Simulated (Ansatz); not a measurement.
## Ag: how the axes shrink under pressure

Ag, P6_3/mmc, a = 2.903 Å, c = 9.483 Å. This isn't the element's structure at ambient conditions. Ansatz: r2SCAN, PAW, 500 eV, Γ-centred 18×18×6 mesh on 4 atoms, Gaussian smearing 0.10 eV; no spin polarisation. Cell and atoms are relaxed at each pressure, and no other structure is tried, so the rows at high pressure may lie past a change of phase. y = 100 ln(c/c0) with c0 = 9.4834 Å, so nearly a change in per cent. The pressures are the targets, met within 0.01 GPa.

```
P (GPa) y  100 ln(a/a0)
   -2.0      ?             ?
    0.0   0.00          0.00
    2.0  -0.59         -0.63
    5.0  -1.41         -1.46
   10.0  -2.57         -2.62
   20.0  -4.42         -4.45
   40.0  -7.08         -7.10
```

Q: Fit y = c1 P + c2 P² to the other rows, give the linear compressibility along c, and predict the missing y.

A: Least squares on the rows shown. y = −0.2753 P + 0.002470 P². The linear compressibility along c is −c1/100 = 2.75 per TPa, against 2.81 along a from the same fit to the last column (its missing entry is 0.69): the crystal is about as stiff along both at low pressure. The runs next to zero pressure give 3.24 and 3.30, so a parabola over the whole range misstates the start. With a term in P³ added, the coefficient of P becomes -0.3049, 11 % more, which shows how far this figure hangs on the form. At P = -2.0 the fit asked for gives 0.56. The run gave 0.70, so the fit is 0.14 too low, within twice the rms miss on the fitted rows (0.07).